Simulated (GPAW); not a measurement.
Sn:

```xyz
2
Lattice="0.0000 3.2333 3.2333 3.2333 0.0000 3.2333 3.2333 3.2333 0.0000" Properties=species:S:1:pos:R:3 pbc="T T T"
Sn    4.8500    4.8500    4.8500
Sn    3.2333    3.2333    3.2333
```

This isn't the form of Sn at room conditions, which is tetragonal (white tin).

```yaml
Program: GPAW 26.7.0
Task: relaxation of cell and atoms
Functional: PBE
Dispersion: D4
Potentials_or_basis: GPAW PAW data sets (gpaw-data 1.2.1)
Cutoff: 600 eV
Basis: pw
k_mesh: 7 × 7 × 7
Occupations: fermi-dirac, width 0.05 eV
Spin: no spin polarisation
```

At the start: pressure 1.8 GPa; volume 33.80 Å³/atom.

Task: How do energy, volume and symmetry change on relaxing?

Result: Over 3 steps the energy falls by 7.2 meV/atom and the volume is 35.09 Å³/atom (+3.8 %); space group Fd-3m (No. 227, to 0.05 Å).

The path:
| step | energy change (eV) | largest force (eV/Å) | pressure (GPa) | volume (Å³) |
| --- | --- | --- | --- | --- |
| 1 | 0.0000 | 0.0000 | 1.77 | 67.61 |
| 2 | -0.0054 | 0.0000 | 1.38 | 68.15 |
| 3 | -0.0144 | 0.0000 | 0.07 | 70.18 |

Final structure:
```
Sn
1.0
     0.00000    3.27384    3.27384
     3.27384    0.00000    3.27384
     3.27384    3.27384    0.00000
Sn
2
Direct
  0.75000 0.75000 0.75000
  0.50000 0.50000 0.50000
```

Caveat: later steps reuse the first step's grids; pairwise dispersion overbinds metals, which lowers pressure and volume.
